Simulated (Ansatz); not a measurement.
CdS (Greenockite):

```
CELL_PARAMETERS angstrom
4.15000 0.00000 0.00000
-2.07500 3.59401 0.00000
0.00000 0.00000 6.73700
ATOMIC_POSITIONS crystal
Cd 0.66667 0.33333 0.50000
Cd 0.33333 0.66667 0.00000
S 0.66667 0.33333 0.87500
S 0.33333 0.66667 0.37500
```

* Program: Ansatz 0.2.0
* Task: relaxation of cell and atoms
* Functional: B3LYP
* Potentials or basis: Ansatz PAW
* Cutoff: 420 eV (not typed: the program's choice for these potentials)
* k mesh: 4 × 4 × 2
* Occupations: fermi-dirac, width 0.05 eV
* Spin: no spin polarisation

At the start: volume 25.12 Å³/atom.

How do energy, volume and symmetry change on relaxing?

It ends after 5 steps and the volume is 26.65 Å³/atom (+6.1 %); space group P6_3mc (No. 186, to 0.05 Å).

Step by step:
```
step  energy change (eV)  largest force (eV/Å)  volume (Å³)
   1              0.0000                0.0572       100.48
   2             -0.0619                0.0241       106.94
   3             -0.0624                0.0122       106.63
   4             -0.0624                0.0001       106.59
   5             -0.0653                0.0002       106.59
```

Final structure:
```
CELL_PARAMETERS angstrom
4.22978 0.00000 0.00000
-2.11489 3.66309 0.00000
0.00000 0.00000 6.87926
ATOMIC_POSITIONS crystal
Cd 0.66667 0.33333 0.49939
Cd 0.33333 0.66667 0.99939
S 0.66667 0.33333 0.87561
S 0.33333 0.66667 0.37561
```

Caveat: the k mesh is coarse (spacing up to 0.47 Å⁻¹), so the values aren't converged, least of all with exact exchange; the plane-wave basis is chosen anew once the cell has moved, so the energies of steps on either side of that aren't comparable; the PAW data sets come from PBE, with cores solved anew for the run's functional, which leaves a small shift of forces and pressure.
